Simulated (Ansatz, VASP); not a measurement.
SnSe in VASP and in Ansatz

The input INCAR:

```
SYSTEM = SnSe
  PREC = Accurate
  ENCUT = 520
  EDIFF = 1E-6
  ISMEAR = -1
  SIGMA = 0.1
  LREAL = .FALSE.
  LASPH = .TRUE.
  NELM = 60
  ALGO = Normal
  ISIF = 2
  LWAVE = .FALSE.
  LCHARG = .FALSE.
  GGA = PE
  NBANDS = 17
```

The input KPOINTS:

```
Automatic mesh
0
G
  14 14 14
  0 0 0
```

File POSCAR:

```
SnSe
1.0
    3.2675276093      0.0000000000      0.0000000000
    0.0000000000      3.2675276093      0.0000000000
    0.0000000000      0.0000000000      3.2675276093
Sn Se
1 1
Direct
    0.0000000000      0.0000000000      0.0000000000
    0.5000000000      0.5000000000      0.5000000000
```

Input for Ansatz:

```yaml
crystal:
  lattice:
    - [3.2675276093, 0.0, 0.0]
    - [0.0, 3.2675276093, 0.0]
    - [0.0, 0.0, 3.2675276093]
  atoms:
    - { symbol: Sn, position: [0.0, 0.0, 0.0] }
    - { symbol: Se, position: [0.5, 0.5, 0.5] }
kpoints:
  mp_grid: { grid: [14, 14, 14] }
scf:
  occupations: { method: fermi_dirac, width: 0.1 }
hamiltonian:
  xc: pbe
  pseudopotentials: { kind: all_electron, lapw: { basis_error: 0.001 } }
output:
  forces: true
  stress: true
  eigenvalues: true
  populations: true
```

Change from the starting cell: volume scaled by 0.7, LAPW.

Alike in both runs: task single point; functional PBE; k mesh 14 × 14 × 14; occupations fermi-dirac, width 0.1 eV; no spin polarisation.

|  | VASP | Ansatz |
| --- | --- | --- |
| version | VASP 6.6.1 | Ansatz 0.2.0 |
| potentials or method | VASP PAW PBE potentials, release 64 (Sn_d, Se) | all-electron LAPW, scalar-relativistic |
| plane-wave cutoff (eV) | 520 | see its input |

```tsv
	VASP	Ansatz	Ansatz less VASP
pressure (GPa)	39.1	38.9	-0.22
```

Ansatz ran all-electron here, so the differences hold the error of VASP's frozen core and of both bases.

Caveats: so large a pressure means that the cell lies far from this level's equilibrium, or that cutoff or potentials fall short (VASP).
